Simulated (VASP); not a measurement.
# KCl (Sylvite) (Fm-3m) in VASP: notebook

The runs below take KCl (Sylvite) through single point, with PBE.

Everything below comes from runs of VASP 6.6.1. Logs are shortened: lines on timing, memory, paths and dates and some standing lists are left out, and cuts for length are marked.

**Measured values to compare with.**

From a printed reference work, monograph, for a bulk crystal of KCl: band gap 8.68 eV.

The runs below are set against these values where they give the same quantity.

## 1. The cell of the first run

Symmetry: Fm-3m, No. 225, cubic system. The conventional cell has a = 6.248 Å, b = 6.248 Å, c = 6.248 Å, α = 90.00°, β = 90.00°, γ = 90.00°. K (site symmetry m-3m) has 6 Cl at 3.12 Å within 4.1 Å. Within 4.1 Å of Cl (site symmetry m-3m) lie 6 K at 3.12 Å.

## 2. Single point, PBE (volume changed by -6%)

INCAR reads:

```
PREC     = Accurate       # precision mode
ENCUT    = 520            # plane-wave cutoff, eV
EDIFF    = 1E-6           # SCF threshold, eV
ISMEAR   = 0              # smearing method
SIGMA    = 0.01           # smearing width, eV
LREAL    = False          # projectors in reciprocal space
LASPH    = True           # aspherical terms in the spheres
NELM     = 60             # most SCF steps
ALGO     = Normal         # electronic algorithm
ISIF     = 2              # what is computed and relaxed
LWAVE    = False          # write WAVECAR
LCHARG   = False          # write CHGCAR
GGA      = PE             # functional
NBANDS   = 15             # bands
```

KPOINTS reads:

```
regular mesh
0
Gamma
  6 6 6
```

POSCAR reads:

```
KCl
1.0
    0.0000000000      3.1240781133      3.1240781133
    3.1240781133      0.0000000000      3.1240781133
    3.1240781133      3.1240781133      0.0000000000
K Cl
1 1
Direct
    0.0000000000      0.0000000000      0.0000000000
    0.5000000000      0.5000000000      0.5000000000
```

Potentials or basis: VASP PAW PBE potentials, release 64 (K_sv, Cl).

On the command line:

```sh
$ cat potpaw_PBE.64/K_sv/POTCAR potpaw_PBE.64/Cl/POTCAR > POTCAR
$ mpirun -np 1 vasp_std > vasp.out
```

OUTCAR:

```text
PREC = Accurate
   ENCUT = 520
   EDIFF = 1E-6
   ISMEAR = 0
   LREAL = False
   LASPH = True
   NELM = 60
   ISIF = 2
   GGA = PE

 ion  position               nearest neighbor table
   1  0.000  0.000  0.000-   2 3.12   2 3.12   2 3.12   2 3.12   2 3.12   2 3.12
   2  0.500  0.500  0.500-   1 3.12   1 3.12   1 3.12   1 3.12   1 3.12   1 3.12

  LATTYP: Found a face centered cubic cell.
 ALAT       =     6.2481562266

  Lattice vectors:

 A1 = (   0.0000000000,   3.1240781133,   3.1240781133)
 A2 = (   3.1240781133,   0.0000000000,   3.1240781133)
 A3 = (   3.1240781133,   3.1240781133,   0.0000000000)

Analysis of symmetry for initial positions (statically):
=====================================================================
 Subroutine PRICEL returns:
 Original cell was already a primitive cell.

 Routine SETGRP: Setting up the symmetry group for a
 face centered cubic supercell.

 Subroutine GETGRP returns: Found 48 space group operations
 (whereof 48 operations were pure point group operations)
 out of a pool of 48 trial point group operations.

The static configuration has the point symmetry O_h .

Analysis of symmetry for dynamics (positions and initial velocities):
=====================================================================
 Subroutine PRICEL returns:
 Original cell was already a primitive cell.

 Routine SETGRP: Setting up the symmetry group for a
 face centered cubic supercell.

 Subroutine GETGRP returns: Found 48 space group operations
 (whereof 48 operations were pure point group operations)
 out of a pool of 48 trial point group operations.

The dynamic configuration has the point symmetry O_h .

 Subroutine INISYM returns: Found 48 space group operations
 (whereof 48 operations are pure point group operations),
 and found     1 'primitive' translations

----------------------------------------------------------------------------------------

                                     Primitive cell

  volume of cell :      60.9812

  direct lattice vectors                    reciprocal lattice vectors
     0.000000000  3.124078113  3.124078113    -0.160047215  0.160047215  0.160047215
     3.124078113  0.000000000  3.124078113     0.160047215 -0.160047215  0.160047215
     3.124078113  3.124078113  0.000000000     0.160047215  0.160047215 -0.160047215

  length of vectors
     4.418113638  4.418113638  4.418113638     0.277209907  0.277209907  0.277209907

  position of ions in fractional coordinates (direct lattice)
     0.000000000  0.000000000  0.000000000
     0.500000000  0.500000000  0.500000000

  ion indices of the primitive-cell ions
   primitive index   ion index
                 1           1
                 2           2

----------------------------------------------------------------------------------------

 KPOINTS: regular mesh

Automatic generation of k-mesh.
 Grid dimensions read from file:
 generate k-points for:    6    6    6

 Generating k-lattice:

  Cartesian coordinates                     Fractional coordinates (reciprocal lattice)
    -0.026674536  0.026674536  0.026674536     0.166666667  0.000000000  0.000000000
     0.026674536 -0.026674536  0.026674536     0.000000000  0.166666667  0.000000000
     0.026674536  0.026674536 -0.026674536     0.000000000  0.000000000  0.166666667

  Length of vectors
     0.046201651  0.046201651  0.046201651

  Shift w.r.t. Gamma in fractional coordinates (k-lattice)
     0.000000000  0.000000000  0.000000000

 Subroutine IBZKPT returns following result:
 ===========================================

 Found     16 irreducible k-points:

 Following reciprocal coordinates:
            Coordinates               Weight
  0.000000  0.000000  0.000000      1.000000
  0.166667  0.000000  0.000000      8.000000
  0.333333  0.000000  0.000000      8.000000
  0.500000  0.000000  0.000000      4.000000
  0.166667  0.166667  0.000000      6.000000
  0.333333  0.166667  0.000000     24.000000
[... 8 lines left out ...]
 -0.333333  0.333333  0.166667     24.000000
 -0.333333  0.500000  0.166667     12.000000
   k-points           NKPTS =     16   k-points in BZ     NKDIM =     16   number of bands    NBANDS=     15
   number of dos      NEDOS =    301   number of ions     NIONS =      2
   total plane-waves  NPLWV =  46656
   dimension x,y,z NGX =    36 NGY =   36 NGZ =   36
   dimension x,y,z NGXF=    72 NGYF=   72 NGZF=   72
   ions per type =               1   1
   NGX,Y,Z   is equivalent  to a cutoff of  13.55, 13.55, 13.55 a.u.
   NGXF,Y,Z  is equivalent  to a cutoff of  27.09, 27.09, 27.09 a.u.
 SYSTEM =  unknown system
   PREC   = accura    normal or accurate (medium, high low for compatibility)
   ISTART =      0    job   : 0-new  1-cont  2-samecut
   ICHARG =      2    charge: 1-file 2-atom 10-const
   ISPIN  =      1    spin polarized calculation?
   LNONCOLLINEAR =      F non collinear calculations
   LSORBIT =      F    spin-orbit coupling
   LASPH  =      T    aspherical Exc in radial PAW
   ENCUT  =  520.0 eV  38.22 Ry    6.18 a.u.   8.21  8.21  8.21*2*pi/ulx,y,z
   NELM   =     60;   NELMIN=  2; NELMDL= -5     # of ELM steps
   EDIFF  = 0.1E-05   stopping-criterion for ELM
   LREAL  =      F    real-space projection
   EDIFFG = 0.1E-04   stopping-criterion for IOM
   NSW    =      0    number of steps for IOM
   IBRION =     -1    ionic relax: 0-MD 1-quasi-New 2-CG
   NFREE  =      0    steps in history (QN), initial steepest desc. (CG)
   ISIF   =      2    stress and relaxation
   ISYM   =      2    0-nonsym 1-usesym 2-fastsym
   POTIM  = 0.5000    time-step for ionic-motion
   TEBEG  =    0.0;   TEEND  =   0.0 temperature during run
   PSTRESS=    0.0 pullay stress
   NELECT =      16.0000    total number of electrons
   NUPDOWN=      -1.0000    fix difference up-down
   EMIN   =  10.00;   EMAX   =-10.00  energy-range for DOS
   EFERMI =   0.00;   METHOD = LEGACY
   ISMEAR =     0;   SIGMA  =   0.01  broadening in eV -4-tet -1-fermi 0-gaus
   EFERMI_NEDOS =   21; number of points for ismear=-14 and -15
   IALGO  =     38    algorithm
   IMIX   =      4    mixing-type and parameters
     AMIX     =   0.40;   BMIX     =  1.00
     AMIX_MAG =   1.60;   BMIX_MAG =  1.00
  volume/ion in A,a.u.               =      30.49       205.76
  Fermi-wavevector in a.u.,A,eV,Ry     =   1.048052  1.980532 14.944824  1.098414
  Thomas-Fermi vector in A             =   2.182958
   LORBIT       =      0    0 simple, 1 ext, 2 COOP (PROOUT), +10 PAW based schemes
   GGA     = PE    functional components
   LHFCALC =     F    Hartree Fock is set to
   AEXX    =    0.0000 exact exchange contribution
   IVDW    =     0    specifies the selected vdW correction
   LEPSILON=     F    determine dielectric tensor
   LRPA    =     F    only Hartree local field effects (RPA)
 non-spin polarized calculation
 Gauss-broadening in eV      SIGMA  =   0.01
  energy-cutoff  :      520.00
  volume of cell :       60.98
 maximum number of plane-waves:      1676
 NGX is ok and might be reduce to    36
   NGX = 17   NGY = 17   NGZ = 17

 number of electron      16.0000002 magnetization

 Free energy of the ion-electron system (eV)
  ---------------------------------------------------
  ext. energy  EPLUGINS =         0.00000000
  ---------------------------------------------------
  free energy    TOTEN  =        -6.79524145 eV

  energy without entropy =       -6.79524145  energy(sigma->0) =       -6.79524145

 E-fermi :  -1.7089     XC(G=0):  -7.6271

 val. band max:       -1.7553372289   @ k =   0.0000   0.0000   0.0000
 cond. band min:       3.5064702738   @ k =   0.0000   0.0000   0.0000
 fundamental gap:      5.2618075027
 Fermi energy:        -1.7089246160

 k-point     1 :       0.0000    0.0000    0.0000
  band No.  band energies     occupation
      1     -28.9018      2.00000
      2     -13.8977      2.00000
      3     -12.3630      2.00000
      4     -12.3630      2.00000
      5     -12.3630      2.00000
      6      -1.7553      2.00000
      7      -1.7553      2.00000
      8      -1.7553      2.00000
      9       3.5065      0.00000
     10       6.6365      0.00000
     11       6.6365      0.00000
     12       6.6365      0.00000
     13       7.5250      0.00000
     14       7.5250      0.00000
     15      11.3036      0.00000

 k-point     2 :       0.1667    0.0000    0.0000
  band No.  band energies     occupation
      1     -28.8989      2.00000
      2     -13.9517      2.00000
      3     -12.3655      2.00000
      4     -12.3655      2.00000
      5     -12.2948      2.00000
      6      -2.0808      2.00000
      7      -1.8457      2.00000
      8      -1.8457      2.00000
      9       4.1536      0.00000
     10       6.4697      0.00000
     11       6.9883      0.00000
     12       6.9883      0.00000
     13       7.9105      0.00000
     14       7.9105      0.00000
     15      12.2293      0.00000

 k-point     3 :       0.3333    0.0000    0.0000
  band No.  band energies     occupation
      1     -28.8929      2.00000
      2     -14.0484      2.00000
      3     -12.3704      2.00000
      4     -12.3704      2.00000
      5     -12.1687      2.00000
      6      -2.6159      2.00000
      7      -2.0164      2.00000
      8      -2.0164      2.00000
      9       5.3835      0.00000
     10       6.5644      0.00000
     11       7.9443      0.00000
     12       7.9443      0.00000
     13       8.8865      0.00000
     14       8.8865      0.00000
     15      11.2304      0.00000
[... 199 lines left out ...]
 k-point    15 :      -0.3333    0.3333    0.1667
  band No.  band energies     occupation
      1     -28.8873      2.00000
      2     -13.9489      2.00000
      3     -12.4463      2.00000
      4     -12.4264      2.00000
      5     -12.2426      2.00000
      6      -2.4910      2.00000
      7      -2.2062      2.00000
      8      -2.1236      2.00000
      9       6.2425      0.00000
     10       6.4814      0.00000
     11       8.1007      0.00000
     12       8.3497      0.00000
     13       9.5276      0.00000
     14      10.1349      0.00000
     15      10.2455      0.00000

 k-point    16 :      -0.3333    0.5000    0.1667
  band No.  band energies     occupation
      1     -28.8864      2.00000
      2     -13.8696      2.00000
      3     -12.4938      2.00000
      4     -12.4468      2.00000
      5     -12.3060      2.00000
      6      -2.3402      2.00000
      7      -2.1945      2.00000
      8      -2.1222      2.00000
      9       5.5065      0.00000
     10       7.2375      0.00000
     11       7.4307      0.00000
     12       8.5087      0.00000
     13       9.2675      0.00000
     14      10.0388      0.00000
     15      10.6677      0.00000

------------------------ aborting loop because EDIFF is reached ----------------------------------------

  FORCE on cell =-STRESS in cart. coord.  units (eV):
  Direction    XX          YY          ZZ          XY          YZ          ZX
  --------------------------------------------------------------------------------------
  -------------------------------------------------------------------------------------
  Total        0.4703195      0.4703195      0.4703195     -0.0000000      0.0000000      0.0000000
  in kB       12.3568537     12.3568537     12.3568537     -0.0000000      0.0000000      0.0000000
  external PRESSURE =      12.3568537 kB  Pullay stress =       0.0000000 kB

 VOLUME and BASIS-vectors are now :
 -----------------------------------------------------------------------------
  energy-cutoff  :      520.00
  volume of cell :       60.98
      direct lattice vectors                 reciprocal lattice vectors
     0.000000000  3.124078113  3.124078113    -0.160047215  0.160047215  0.160047215
     3.124078113  0.000000000  3.124078113     0.160047215 -0.160047215  0.160047215
     3.124078113  3.124078113  0.000000000     0.160047215  0.160047215 -0.160047215

 POSITION                                       TOTAL-FORCE (eV/Angst)
 -----------------------------------------------------------------------------------
      0.00000      0.00000      0.00000        -0.000000      0.000000      0.000000
      3.12408      3.12408      3.12408         0.000000     -0.000000     -0.000000
 -----------------------------------------------------------------------------------
    total drift:                                0.000000      0.000000      0.000000

  FREE ENERGIE OF THE ION-ELECTRON SYSTEM (eV)
  ---------------------------------------------------
  free  energy   TOTEN  =        -6.7952414519 eV

  energy  without entropy=       -6.7952414519  energy(sigma->0) =       -6.79524145
```

Run time: 16 s. Hardware: 1 thread of Intel Xeon 6975P-C, shared host; peak memory 0.2 GiB.

Results:

| Quantity | Value |
| --- | --- |
| Free energy | -6.7952 eV |
| Pressure | 1.2 GPa |
| Band gap on the k mesh | 5.26 eV, direct |

Levels at points of the mesh, in eV from the valence-band top:
```csv
k point,band 4,band 5,band 6,band 7,band 8,band 9,band 10,band 11,band 12,band 13
"(0.00, 0.00, 0.00)",-10.61,-10.61,0.00,0.00,0.00,5.26,8.39,8.39,8.39,9.28
"(0.50, 0.00, 0.00)",-10.62,-10.35,-1.09,-0.34,-0.34,7.66,8.69,10.60,10.60,11.49
"(0.50, 0.50, 0.00)",-10.67,-10.67,-0.67,-0.23,-0.23,6.52,8.45,10.20,10.28,10.72
```

## 3. Single point, PBE (volume changed by -3%)

INCAR reads:

```
SYSTEM = KCl
PREC = Accurate ; ENCUT = 520
EDIFF = 1E-7 ; ISMEAR = 0
SIGMA = 0.01 ; LREAL = .FALSE.
LASPH = .TRUE. ; NELM = 60
ALGO = Normal ; ISIF = 2
LWAVE = .FALSE. ; LCHARG = .FALSE.
GGA = PE ; NBANDS = 15
```

KPOINTS reads:

```
Automatic mesh
0
G
  6 6 6
  0 0 0
```

POSCAR reads:

```
KCl
1.0
    0.0000000000      3.1569655629      3.1569655629
    3.1569655629      0.0000000000      3.1569655629
    3.1569655629      3.1569655629      0.0000000000
K Cl
1 1
Direct
    0.0000000000      0.0000000000      0.0000000000
    0.5000000000      0.5000000000      0.5000000000
```

Potentials or basis: VASP PAW PBE potentials, release 64 (K_sv, Cl).

On the command line:

```sh
$ cat potpaw_PBE.64/K_sv/POTCAR potpaw_PBE.64/Cl/POTCAR > POTCAR
$ mpirun -np 1 vasp_std > vasp.out
```

Wall time 21 s (1 thread of Intel Xeon 6975P-C, shared host); peak memory 0.2 GiB.

Results (log left out):

```
Free energy            : -6.8067 eV
Pressure               : 0.6 GPa
Band gap on the k mesh : 5.15 eV, direct
```

Levels at points of the mesh, in eV from the valence-band top:
```csv
k point,band 6,band 7,band 8,band 9,band 10,band 11
"(0.00, 0.00, 0.00)",0.00,0.00,0.00,5.15,8.37,8.37
"(0.50, 0.00, 0.00)",-1.04,-0.32,-0.32,7.56,8.56,10.50
"(0.50, 0.50, 0.00)",-0.65,-0.22,-0.22,6.54,8.30,10.01
```

(Continued in part 2 of 2.)
